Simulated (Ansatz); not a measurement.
WS2 (Tungstenite):

```
W S
1.0
     3.18000    0.00000    0.00000
    -1.59000    2.75396    0.00000
     0.00000    0.00000   12.50000
W S
2 4
Cartesian
  1.5900 0.9180 9.3750
  0.0000 1.8360 3.1250
  1.5900 0.9180 4.6875
  0.0000 1.8360 10.9375
  1.5900 0.9180 1.5625
  0.0000 1.8360 7.8125
```

* Program: Ansatz 0.2.0
* Task: relaxation of cell and atoms
* Functional: BLYP
* Dispersion: D4
* Potentials or basis: Ansatz PAW
* Cutoff: 420 eV (not typed: the program's choice for these potentials)
* k mesh: 10 × 10 × 3
* Occupations: fermi-dirac, width 0.05 eV
* Spin: no spin polarisation

At the start: volume 18.24 Å³/atom.

Task: Where does the relaxation end?

Result: It ends after 6 steps and the volume is 17.64 Å³/atom (-3.3 %); space group P6_3/mmc (No. 194, to 0.05 Å).

The path:
| step | energy change (eV) | largest force (eV/Å) | volume (Å³) |
| --- | --- | --- | --- |
| 1 | 0.0000 | 0.5458 | 109.47 |
| 2 | -0.0653 | 0.2909 | 104.37 |
| 3 | -0.0772 | 0.0125 | 106.26 |
| 4 | -0.0776 | 0.0171 | 105.97 |
| 5 | -0.0777 | 0.0005 | 105.82 |
| 6 | -0.0773 | 0.0005 | 105.82 |

Final structure:
```
W S
1.0
     3.19340    0.00000    0.00000
    -1.59670    2.76556    0.00000
     0.00000    0.00000   11.98226
W S
2 4
Direct
  0.66667 0.33333 0.75000
  0.33333 0.66667 0.25000
  0.66667 0.33333 0.38160
  0.33333 0.66667 0.88160
  0.66667 0.33333 0.11840
  0.33333 0.66667 0.61840
```

Caveat: the plane-wave basis is chosen anew once the cell has moved, so the energies of steps on either side of that aren't comparable; the PAW data sets come from PBE, with cores solved anew for the run's functional, which leaves a small shift of forces and pressure.
